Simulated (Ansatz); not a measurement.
BP (zincblende), relaxed with r2SCAN in Ansatz 0.2.0. The symmetry is F-43m (No. 216, cubic); conventional cell a = 4.537 Å, 11.67 Å³ an atom. B has 4 P at 1.96 Å; P has 4 B at 1.96 Å.

The axes x, y and z are those of this cell:
```
CELL_PARAMETERS angstrom
0.00000 2.26832 2.26832
2.26832 0.00000 2.26832
2.26832 2.26832 0.00000
ATOMIC_POSITIONS crystal
B 0.00000 0.00000 0.00000
P 0.25000 0.25000 0.25000
```

Unstrained: PBE gives an indirect gap of 1.238 eV, from Γ to Γ–X (0.83 of the way from Γ); the least direct gap is 3.405 eV at Γ. The r2SCAN gap is indirect, 1.410 eV (Γ to Γ–X (0.83 of the way from Γ)), below the direct gap of 3.602 eV at Γ. HSE06 gives an indirect gap of 1.964 eV, from Γ to Γ–X (0.83 of the way from Γ); the least direct gap is 4.344 eV at Γ. Meshes: PBE 10×10×10, r2SCAN 10×10×10, HSE06 6×6×6. Strains are changes of length per length. After each strain the atoms were relaxed again with r2SCAN within the symmetry that the strain leaves, so tilts or polar shifts that break it weren't tested; points keep the names that they have in the unstrained zone. The values are computed, spin-unpolarised, and not measurements.

**Question.** For epitaxial +4.0 % in the xy plane, how far does the free direction move, and what happens to the gap?

**Answer.** The normal strain at zero normal stress is -1.64 %, 0.41 of the in-plane strain with the sign turned. PBE: the gap goes from 1.238 to 0.528 eV (-0.710 eV); the edges go from Γ → Γ–X (0.83) to Γ → Γ–X (0.81); with r2SCAN the top three valence levels at Γ, degenerate before, become 1+2 from the top over 528 meV. r2SCAN: the gap goes from 1.410 to 0.655 eV (-0.755 eV); the edges go from Γ → Γ–X (0.83) to Γ → Γ–X (0.81). HSE06: the gap goes from 1.964 to 1.211 eV (-0.753 eV); the edges go from Γ → Γ–X (0.83) to Γ → Γ–X (0.81).

**Question.** Estimate what epitaxial -2.0 % in the xy plane, free normal strain +0.82 % does to the gap.

**Answer.** PBE: the gap goes from 1.238 to 0.975 eV (-0.263 eV); with r2SCAN the top three valence levels at Γ, degenerate before, become 2+1 from the top over 310 meV. r2SCAN: the gap goes from 1.410 to 1.137 eV (-0.273 eV). HSE06: the gap goes from 1.964 to 1.692 eV (-0.272 eV). The r2SCAN energy rises by 12.3 meV an atom.

**Question.** For epitaxial -1.0 % in the xy plane, how far does the free direction move, and what happens to the gap?

**Answer.** The normal strain at zero normal stress is +0.41 %, 0.41 of the in-plane strain with the sign turned. PBE: the gap goes from 1.238 to 1.108 eV (-0.130 eV); with r2SCAN the top three valence levels at Γ, degenerate before, become 2+1 from the top over 151 meV. r2SCAN: the gap goes from 1.410 to 1.275 eV (-0.135 eV). HSE06: the gap goes from 1.964 to 1.830 eV (-0.134 eV).

**Question.** For epitaxial -4.0 % in the xy plane, how far does the free direction move, and what happens to the gap?

**Answer.** The normal strain at zero normal stress is +1.63 %, 0.41 of the in-plane strain with the sign turned. PBE: the gap goes from 1.238 to 0.701 eV (-0.537 eV); the edges go from Γ → Γ–X (0.83) to Γ → Γ–X (0.84); with r2SCAN the top three valence levels at Γ, degenerate before, become 2+1 from the top over 656 meV. r2SCAN: the gap goes from 1.410 to 0.852 eV (-0.558 eV); the edges go from Γ → Γ–X (0.83) to Γ → Γ–X (0.84). HSE06: the gap goes from 1.964 to 1.407 eV (-0.557 eV); the edges go from Γ → Γ–X (0.83) to Γ → Γ–X (0.84).

**Question.** For epitaxial -3.0 % in the xy plane, how far does the free direction move, and what happens to the gap?

**Answer.** The normal strain at zero normal stress is +1.23 %, 0.41 of the in-plane strain with the sign turned. PBE: the gap goes from 1.238 to 0.839 eV (-0.399 eV); with r2SCAN the top three valence levels at Γ, degenerate before, become 2+1 from the top over 479 meV. r2SCAN: the gap goes from 1.410 to 0.996 eV (-0.414 eV). HSE06: the gap goes from 1.964 to 1.551 eV (-0.413 eV).

**Question.** Apply epitaxial +2.0 % in the xy plane, free normal strain -0.82 %. How far does the gap move, against the unstrained cell?

**Answer.** PBE: the gap goes from 1.238 to 0.872 eV (-0.366 eV); the edges go from Γ → Γ–X (0.83) to Γ → Γ–X (0.82); with r2SCAN the top three valence levels at Γ, degenerate before, become 1+2 from the top over 278 meV. r2SCAN: the gap goes from 1.410 to 1.021 eV (-0.389 eV); the edges go from Γ → Γ–X (0.83) to Γ → Γ–X (0.82). HSE06: the gap goes from 1.964 to 1.576 eV (-0.388 eV); the edges go from Γ → Γ–X (0.83) to Γ → Γ–X (0.82). The r2SCAN energy rises by 11.4 meV an atom.

**Question.** For epitaxial +1.0 % in the xy plane, how far does the free direction move, and what happens to the gap?

**Answer.** The normal strain at zero normal stress is -0.41 %, 0.41 of the in-plane strain with the sign turned. PBE: the gap goes from 1.238 to 1.052 eV (-0.186 eV); the edges go from Γ → Γ–X (0.83) to Γ → Γ–X (0.82); with r2SCAN the top three valence levels at Γ, degenerate before, become 1+2 from the top over 143 meV. r2SCAN: the gap goes from 1.410 to 1.213 eV (-0.197 eV); the edges go from Γ → Γ–X (0.83) to Γ → Γ–X (0.82). HSE06: the gap goes from 1.964 to 1.768 eV (-0.196 eV); the edges go from Γ → Γ–X (0.83) to Γ → Γ–X (0.82).

**Question.** For epitaxial +3.0 % in the xy plane, how far does the free direction move, and what happens to the gap?

**Answer.** The normal strain at zero normal stress is -1.22 %, 0.41 of the in-plane strain with the sign turned. PBE: the gap goes from 1.238 to 0.697 eV (-0.541 eV); the edges go from Γ → Γ–X (0.83) to Γ → Γ–X (0.81); with r2SCAN the top three valence levels at Γ, degenerate before, become 1+2 from the top over 406 meV. r2SCAN: the gap goes from 1.410 to 0.835 eV (-0.575 eV); the edges go from Γ → Γ–X (0.83) to Γ → Γ–X (0.81). HSE06: the gap goes from 1.964 to 1.391 eV (-0.573 eV); the edges go from Γ → Γ–X (0.83) to Γ → Γ–X (0.81).

Where an edge lies off the special points, it is a point of the mesh or the k point where a search put PBE's edge or least direct gap, reused for the other functionals, whose own edges may lie a little apart.

The meshes of the hybrids are coarse, so their gaps aren't converged to the digits shown.

The splittings at Γ are without spin-orbit coupling, which regroups them where it is of like size or larger.
